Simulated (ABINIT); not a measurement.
Crystal: AlCo.

```xyz
2
Lattice="2.8194 0.0000 0.0000 0.0000 2.8194 0.0000 0.0000 0.0000 2.8194" Properties=species:S:1:pos:R:3 pbc="T T T"
Co    1.4097    1.4097    1.4097
Al    0.0000    0.0000    0.0000
```

The cell is a database's computed one.

Base run:

| Property | Result |
| --- | --- |
| Program | ABINIT 10.8.3 (patched build) |
| Functional | PBE |
| Potentials or basis | JTH PAW PBE v2.0 |
| Cutoff | 707 eV |
| k mesh | 7 × 7 × 7 |
| Occupations | fermi-dirac, width 0.05 eV |
| Spin | no spin polarisation |

Its results: band gap on the k mesh none (metal or under the smearing width); pressure 6.7 GPa.

Problem. The run is repeated on the same cell with these changes: k mesh from 7 × 7 × 7 to 4 × 4 × 4; spin from no spin polarisation to non-collinear spin, random start. What comes out?

Solution. Band gap on the k mesh none (metal or under the smearing width); pressure 9.9 GPa; net moment 0.47 μB per cell.

Several settings changed at once, so the effect can't be laid on one alone.

Caveats: some runs use coarse meshes.
